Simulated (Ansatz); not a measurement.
# Se: the cost of one run

Program: Ansatz 0.2.0. Level of theory: DFT PBE+D3(BJ), scalar-relativistic, plane waves, PAW. These are calculated values, not measurements.

## 1. The system as given

The structure is trigonal, space group R-3 (No. 148). The conventional cell has a = 11.362 Å, b = 11.362 Å, c = 4.429 Å, α = 90.00°, β = 90.00°, γ = 120.00°. Se (site symmetry 1) has 2 Se at 2.36 Å as nearest neighbours.

Coordinates:

```
Se
1.0
     5.68100    3.27993    1.47633
    -5.68100    3.27993    1.47633
     0.00000   -6.55985    1.47633
Se
6
Direct
  0.28066 0.16251 0.91818
  0.91818 0.28066 0.16251
  0.16251 0.91818 0.28066
  0.71934 0.83749 0.08182
  0.08182 0.71934 0.83749
  0.83749 0.08182 0.71934
```

The structure comes from the Crystallography Open Database.

(A quick probe on a coarse mesh, which set the mesh and smearing, is not shown.)

## 3. Full relaxation

input.yaml

```yaml
crystal:
  lattice:
    - [5.6809998619, 3.2799267995, 1.47633]
    - [-5.6809998619, 3.2799267995, 1.47633]
    - [0.0, -6.5598535991, 1.47633]
  atoms:
    - { symbol: Se, position: [0.28066, 0.16251, 0.91818] }
    - { symbol: Se, position: [0.91818, 0.28066, 0.16251] }
    - { symbol: Se, position: [0.16251, 0.91818, 0.28066] }
    - { symbol: Se, position: [0.71934, 0.83749, 0.08182] }
    - { symbol: Se, position: [0.08182, 0.71934, 0.83749] }
    - { symbol: Se, position: [0.83749, 0.08182, 0.71934] }
basis:
  ecutwfc: 420
kpoints:
  mp_grid: { grid: [6, 6, 6] }
hamiltonian:
  xc: pbe
  dispersion: d3bj
scf:
  occupations: { method: gaussian, width: 0.02 }
output:
  forces: true
  stress: true
  eigenvalues: true
relax:
  adjacent_minimum: "off"
  f_tol: 0.005
  max_steps: 80
  cell: { stress_tol: 0.05 }
```

Started as:

```bash
ansatz run input.yaml --threads 4 --pin off --max-ram 9216MiB --backend cpu --events-out ev --progress --plain --runs-dir out
```

**Question.** How long does this run take on 4 threads of AMD EPYC 7R43 (Zen 3), shared host, and how much memory does it need?

About 45 s, with a peak of 0.79 GiB.
